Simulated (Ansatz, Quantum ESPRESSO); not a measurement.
**Ga2O3 (corundum): bulk modulus from a few volumes**

How stiff is corundum Ga2O3 under hydrostatic load? Each row relaxes cell and atoms at a set pressure. The phase is followed to these pressures whether or not it stays the stable one.

Calculated with Ansatz 0.2.0, PBEsol, PAW files of the set soft_1, cutoff 600 eV, Fermi–Dirac smearing 0.02 eV, k-mesh 7×7×7, no spin polarisation, no spin-orbit coupling.

Reference cell, relaxed at zero pressure with PBEsol (R-3c): a = 5.3325 Å, b = 5.3325 Å, c = 5.3325 Å, α = 55.93°, β = 55.93°, γ = 55.93°.

```csv
atom,x,y,z
Ga,0.8557,0.8557,0.8557
Ga,0.6443,0.6443,0.6443
Ga,0.1443,0.1443,0.1443
Ga,0.3557,0.3557,0.3557
O,0.0528,0.4472,0.7500
O,0.7500,0.0528,0.4472
O,0.4472,0.7500,0.0528
O,0.9472,0.5528,0.2500
O,0.2500,0.9472,0.5528
O,0.5528,0.2500,0.9472
```

| V (Å³/atom) | V/V0 | P (GPa) | E − E0 (meV/atom) |
| --- | --- | --- | --- |
| 9.5001 | 0.9784 | 4.998 | 3.2 |
| 9.3127 | 0.9591 | 9.993 | 11.9 |
| 9.1429 | 0.9416 | 14.989 | 25.1 |
| 8.9878 | 0.9256 | 19.987 | 42.0 |
| 8.7121 | 0.8973 | 30.003 | 84.8 |

V0 = 9.7098 Å³ an atom, where the residual pressure P0 is −0.006 GPa. **Question.** Fit the Birch–Murnaghan law and give the pressure and the energy at V = 9.8968 Å³ an atom, a row left out above.

With the Eulerian strain f = ½[(V0/V)^(2/3) − 1] and F = (P − P0)/[3f(1 + 2f)^(5/2)], the third-order law is the line F = B0 + (3/2) B0 (B′ − 4) f.

```
      f  F (GPa)
0.03748   222.77
0.02643   221.68
0.02046   220.99
0.01411   220.27
0.00733   219.40
```

A straight line through the 5 rows: the means are 0.02116 for f and 221.02 for F, Σ(Δx)² = 0.0005356 and ΣΔxΔy = 0.05975, so the slope is 0.05975/0.0005356 = 111.56 and the intercept 221.02 − (111.56)(0.02116) = 218.66.

Hence B0 = 218.7 GPa and B′ = 4 + (111.6)/(1.5 × 218.7) = 4.34. For the withheld volume f = −0.00632, F = 217.96 GPa and P = −4.01 GPa, an extrapolation past the fitted rows. The run itself gives −4.00 GPa, so the estimate misses by 0.01 GPa, a rounding's worth.

Integrating the same law gives E − E0 = (9/2) B0 V0 f²[1 + (B′ − 4) f] + P0(V0 − V), with 1 GPa Å³ = 6.2415 meV: 2.4 meV an atom. The run itself gives 2.4 meV, so the estimate misses by 0.0 meV, a rounding's worth.

The same fit over all rows at other levels or in other programs gives B0 = 220 GPa with PBEsol (Quantum ESPRESSO, GBRV) and 218 GPa with PBEsol (Quantum ESPRESSO, PseudoDojo).

[Logs are printed without paths, hosts, clocks, repeated set-up lines and the standing remarks that a program may print on its own settings, such as how far it seeks lower states.]
